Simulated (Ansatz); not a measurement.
# Where the states of Si lie

```cif
data_structure
_symmetry_space_group_name_H-M 'P 1'
_symmetry_Int_Tables_number 1
_cell_length_a 3.8403
_cell_length_b 3.8403
_cell_length_c 3.8403
_cell_angle_alpha 60.000
_cell_angle_beta 60.000
_cell_angle_gamma 60.000
_cell_volume 40.05
loop_
_atom_site_label
_atom_site_type_symbol
_atom_site_fract_x
_atom_site_fract_y
_atom_site_fract_z
_atom_site_occupancy
Si1 Si 0.50000 0.50000 0.50000 1
Si2 Si 0.75000 0.75000 0.75000 1
```

The runs use the primitive cell with vectors (0.000, 2.715, 2.715), (2.715, 0.000, 2.715), (2.715, 2.715, 0.000) Å, to which the k mesh refers.

Conventional cell: a = 5.431 Å, b = 5.431 Å, c = 5.431 Å, α = 90.00°, β = 90.00°, γ = 90.00°. Si (atom 1) is surrounded by 4 Si at 2.35 Å.

The cell is a measured one (Crystallography Open Database entry 9011998); the temperature and pressure of the measurement aren't taken into account, and nothing was relaxed.

Level of theory: DFT, PBE, all-electron LAPW, scalar-relativistic (Ansatz 0.2.0).

The runs use a Γ-centred 11×11×11 k mesh, Fermi–Dirac smearing of 0.08 eV, basis error target 0.25 meV/atom, no spin polarisation.

States per eV and cell, averaged over 0.4 eV, from -9.7 to 2.1 eV, with energies (bin centres) from the valence-band top; empty bins are left out. The partial columns, the largest 2 alone, are projections on Löwdin-orthogonalised atomic shells (those that the program's projection atoms carry: the occupied ones and, for some elements, an empty d or f shell; other empty shells have no column), summed over atoms of an element. Weights on diffuse s and p shells depend on that basis and aren't pure angular character.

| E (eV) | total | Si 3p | Si 3s |
| --- | --- | --- | --- |
| -9.6 | 0.84 | 0.25 | 0.59 |
| -9.2 | 0.78 | 0.24 | 0.53 |
| -8.8 | 0.65 | 0.22 | 0.43 |
| -8.4 | 0.52 | 0.18 | 0.33 |
| -8.0 | 0.23 | 0.08 | 0.14 |
| -7.6 | 0.05 | 0.02 | 0.03 |
| -7.2 | 0.43 | 0.19 | 0.24 |
| -6.8 | 1.13 | 0.63 | 0.49 |
| -6.4 | 0.84 | 0.48 | 0.35 |
| -6.0 | 0.56 | 0.32 | 0.23 |
| -5.6 | 0.43 | 0.25 | 0.18 |
| -5.2 | 0.33 | 0.20 | 0.13 |
| -4.8 | 0.27 | 0.17 | 0.11 |
| -4.4 | 0.31 | 0.22 | 0.08 |
| -4.0 | 1.14 | 1.04 | 0.10 |
| -3.6 | 1.02 | 0.91 | 0.10 |
| -3.2 | 1.16 | 1.05 | 0.09 |
| -2.8 | 1.47 | 1.37 | 0.08 |
| -2.4 | 1.44 | 1.36 | 0.07 |
| -2.0 | 1.34 | 1.28 | 0.05 |
| -1.6 | 1.28 | 1.22 | 0.03 |
| -1.2 | 0.99 | 0.96 | 0.02 |
| -0.8 | 0.52 | 0.50 | 0.01 |
| -0.4 | 0.25 | 0.24 | 0.00 |
| 0.0 | 0.03 | 0.03 | 0.00 |
| 0.8 | 0.13 | 0.07 | 0.04 |
| 1.2 | 0.41 | 0.23 | 0.11 |
| 1.6 | 0.69 | 0.39 | 0.17 |
| 2.0 | 1.12 | 0.62 | 0.31 |

Problem. Which of the resolved shells contributes most in the top eV of the valence band?

Solution. Si 3p, with 96 % of all states there; Si 3s follows with 2 %.
